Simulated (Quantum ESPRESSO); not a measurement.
Rb under changes of volume

One of the cells (96.448 Å³/atom); the others are scaled copies at fixed shape and fractional positions:

```
Rb
1.0
     0.00000    3.63988    3.63988
     3.63988    0.00000    3.63988
     3.63988    3.63988    0.00000
Rb
1
Direct
  0.00000 0.00000 0.00000
```

This isn't the form of Rb at room conditions, which is bcc.

```yaml
Program: Quantum ESPRESSO 7.5
Functional: PBE
Potentials_or_basis: SSSP 1.3 efficiency PBE
Cutoff: 816 eV
Density_cutoff: 3265 eV
k_mesh: 6 × 6 × 6
Occupations: fermi-dirac, width 0.05 eV
Spin: no spin polarisation
```

| volume (Å³/atom) | energy over the lowest point (meV/atom) | pressure (GPa) |
| --- | --- | --- |
| 90.661 | 0.10 | 0.0 |
| 92.590 | 0.00 | 0.0 |
| 94.519 | 0.58 | -0.1 |
| 96.448 | 1.77 | -0.1 |
| 98.377 | 3.52 | -0.2 |
| 100.306 | 5.77 | -0.2 |
| 102.235 | ? | ? |

Problem. What does the run at 102.235 Å³/atom give?

Solution. Energy over the lowest point 8.48 meV/atom; pressure -0.2 GPa.

Worked out: A Birch-Murnaghan fit of order 3 (a polynomial in V^(-2/3)) to the other rows has its minimum at 91.89 Å³/atom with B0 = V·E''(V) = 2.8 GPa and B' = 3.8. It gives 8.48 meV/atom at 102.235 Å³/atom, against the run's 8.48, and -dE/dV = -0.2 GPa, against -0.2.

Energies are extrapolated to zero smearing.
